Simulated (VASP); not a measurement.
Runs of VASP 6.6.1 on AlRu. It takes space group Pm-3m (No. 221, cubic). The conventional cell has a = 2.992 Å, b = 2.992 Å, c = 2.992 Å, α = 90.00°, β = 90.00°, γ = 90.00°. Ru (site symmetry m-3m) has 8 Al at 2.59 Å as nearest neighbours. Around Al (site symmetry m-3m) lie 8 Ru at 2.59 Å. 

```csv
task,level,potentials or basis,cell,k mesh,cutoff (eV),grid for exact exchange (PRECFOCK),exchange at q = 0,mesh quality,gap on the mesh (eV),pressure (GPa),relaxed volume (Å³/atom)
relaxation of cell and atoms,AM05,"VASP PAW PBE potentials, release 64 (Ru_pv, Al)",relaxed,9 × 9 × 9,600,-,-,not flagged,none,0.0,13.14
relaxation of cell and atoms,B3LYP,"VASP PAW PBE potentials, release 64 (Ru_pv, Al)",relaxed,5 × 5 × 5,600,Fast,default,coarse,none,-0.1,13.64
relaxation of cell and atoms,optB88-vdW,"VASP PAW PBE potentials, release 64 (Ru_pv, Al)",relaxed,9 × 9 × 9,600,-,-,not flagged,none,0.0,13.52
band structure,SCAN,"VASP PAW PBE potentials, release 64 (Ru_pv, Al)",as given,9 × 9 × 9,520,-,-,not flagged,-,(b),-
relaxation of cell and atoms,LDA,"VASP PAW LDA potentials, release 64 (Ru_pv, Al)",relaxed,9 × 9 × 9,600,-,-,not flagged,none,0.1,(a)
```

Alike in all rows: no spin polarisation; smearing fermi-dirac 0.05 eV.

Fill in the values left out.

(a) 12.91; (b) -5.6.

Caveats: some runs use coarse meshes; the PAW data sets were made with another functional, which shifts forces and pressure a little (some runs).

A k mesh can miss the band edges, and the runs leave out spin-orbit coupling on Ru.

A gap of «none» marks a metal or a gap under the smearing width.

Not every run made on this cell is shown here.
